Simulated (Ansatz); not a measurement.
# FeS2: the cost of one run

Method: DFT PBE+U (U_eff = 4 eV on Fe 3d), scalar-relativistic, plane waves, PAW, in Ansatz 0.2.0.

**1. The system as given**

Symmetry: Pa-3, No. 205, cubic system. Conventional cell: a = 5.418 Å, b = 5.418 Å, c = 5.418 Å, α = 90.00°, β = 90.00°, γ = 90.00°. Around Fe (site symmetry -3) lie 6 S at 2.26 Å. Around S (site symmetry 3) lie 1 S at 2.16 Å and 3 Fe at 2.26 Å.

Coordinates:

```cif
data_structure
_symmetry_space_group_name_H-M 'Pa-3'
_symmetry_Int_Tables_number 205
_cell_length_a 5.4178
_cell_length_b 5.4178
_cell_length_c 5.4178
_cell_angle_alpha 90.000
_cell_angle_beta 90.000
_cell_angle_gamma 90.000
_cell_volume 159.03
loop_
_atom_site_label
_atom_site_type_symbol
_atom_site_symmetry_multiplicity
_atom_site_Wyckoff_symbol
_atom_site_fract_x
_atom_site_fract_y
_atom_site_fract_z
_atom_site_occupancy
Fe1 Fe 4 a 0.00000 0.00000 0.00000 1
S1 S 8 c 0.38482 0.38482 0.38482 1
```

Starting moments: Fe 4.00 μB.

**2. First run, at the start cell**

Input file input.yaml:

```yaml
crystal:
  lattice:
    - [5.4178, 0.0, 0.0]
    - [0.0, 5.4178, 0.0]
    - [0.0, 0.0, 5.4178]
  atoms:
    - { symbol: Fe, position: [0.0, 0.0, 0.0], spin: 4.0 }
    - { symbol: Fe, position: [0.5, 0.0, 0.5], spin: 4.0 }
    - { symbol: Fe, position: [0.5, 0.5, 0.0], spin: 4.0 }
    - { symbol: Fe, position: [0.0, 0.5, 0.5], spin: 4.0 }
    - { symbol: S, position: [0.38482, 0.38482, 0.38482] }
    - { symbol: S, position: [0.11518, 0.61518, 0.88482] }
    - { symbol: S, position: [0.88482, 0.11518, 0.61518] }
    - { symbol: S, position: [0.61518, 0.88482, 0.11518] }
    - { symbol: S, position: [0.61518, 0.61518, 0.61518] }
    - { symbol: S, position: [0.88482, 0.38482, 0.11518] }
    - { symbol: S, position: [0.11518, 0.88482, 0.38482] }
    - { symbol: S, position: [0.38482, 0.11518, 0.88482] }
basis:
  ecutwfc: 420
  ecutrho_ratio: 4
kpoints:
  mp_grid: { grid: [3, 3, 3] }
hamiltonian:
  xc: pbe
  hubbard: { sites: [{ species: Fe, l: d, u_eff: 4.0 }] }
scf:
  occupations: { method: gaussian, width: 0.05 }
output:
  forces: true
  stress: true
  eigenvalues: true
  populations: true
  hubbard: { sites: [{ species: Fe, l: d }] }
magnetization:
  spin_polarized: true
```

Launch:

```sh
> ansatz run input.yaml --threads 4 --pin off --max-ram 10240MiB --backend cpu --events-out ev --progress --plain --runs-dir out
```

Q: Estimate wall time and peak memory on 4 threads of Arm Neoverse V1, shared host.

About 2.7 min, with a peak of 1 GiB.
